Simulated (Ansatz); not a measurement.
## Co under changes of volume

One of the cells (10.688 Å³/atom); the others are scaled copies at fixed shape and fractional positions:

```
Co
1.0
     2.47056    0.00000    0.00000
    -1.23528    2.13957    0.00000
     0.00000    0.00000    8.08823
Co
4
Direct
  0.66667 0.33333 0.75000
  0.00000 0.00000 0.50000
  0.33333 0.66667 0.25000
  0.00000 0.00000 0.00000
```

- Program: Ansatz 0.2.0
- Functional: PBE
- Potentials or basis: Ansatz PAW
- Cutoff: 420 eV (not typed: the program's choice for these potentials)
- k mesh: 12 × 12 × 4
- Occupations: fermi-dirac, width 0.05 eV
- Spin: collinear spin, ferromagnetic start
- Starting moments: [2.0, 2.0, 2.0, 2.0] μB

```csv
volume (Å³/atom),energy over the lowest point (meV/atom),pressure (GPa),moment (μB per cell)
10.047,?,?,?
10.261,29.04,14.7,6.40
10.475,12.84,9.5,6.52
10.688,3.31,4.7,6.61
10.902,0.00,0.3,6.68
11.116,2.29,-3.6,6.74
11.330,9.51,-7.1,6.80
```

Problem. What does the run at 10.047 Å³/atom give?

Solution. Energy over the lowest point 52.41 meV/atom; pressure 20.6 GPa; moment 6.27 μB per cell.

Worked out: A Birch-Murnaghan fit of order 3 (a polynomial in V^(-2/3)) to the other rows has its minimum at 10.92 Å³/atom with B0 = V·E''(V) = 211 GPa and B' = 4.1 at fixed shape and positions, which overstates the stiffness. It gives 52.84 meV/atom at 10.047 Å³/atom, against the run's 52.41, and -dE/dV = 20.8 GPa, against 20.6. A parabola through the other rows of the moment, of slope 0.611 μB per Å³/atom there, extrapolates to 6.28 μB, against the run's 6.27.

Energies are extrapolated to zero smearing.
